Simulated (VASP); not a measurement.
ZnSe, 2 atoms in the cell. Symmetry: F-43m, No. 216, cubic system. Conventional cell: a = 5.668 Å, b = 5.668 Å, c = 5.668 Å, α = 90.00°, β = 90.00°, γ = 90.00°. Around Zn (site symmetry -43m) lie 4 Se at 2.45 Å. Se (site symmetry -43m) has 4 Zn at 2.45 Å as nearest neighbours. 

```yaml
Program: VASP 6.6.1
Task: relaxation of cell and atoms
Functional: PBE
Potentials_or_basis: VASP PAW PBE potentials, release 64 (Zn, Se)
Cutoff: 520 eV
k_mesh: 10 × 10 × 10
Occupations: gaussian, width 0.02 eV
Spin: no spin polarisation
Further_INCAR_settings: ALGO = Normal; EDIFF = 1e-07; IBRION = 2; EDIFFG = -0.002; NSW = 80; ISIF = 3
```

Potentials or basis: VASP PAW PBE potentials, release 64 (Zn, Se).

Run with:

```sh
$ cat potpaw_PBE.64/Zn/POTCAR potpaw_PBE.64/Se/POTCAR > POTCAR
$ mpirun -np 4 vasp_std > vasp.out
```

Hardware: 4 MPI ranks on AMD EPYC 7R13 Processor (Zen 3), with other jobs on the host.

Estimate the wall time of this run.

Wall time 26 s on 4 MPI ranks on AMD EPYC 7R13 Processor (Zen 3), with other jobs on the host, peak memory 0.17 GiB a rank. Counts: scf iterations 32, k points 47, ion steps 3.
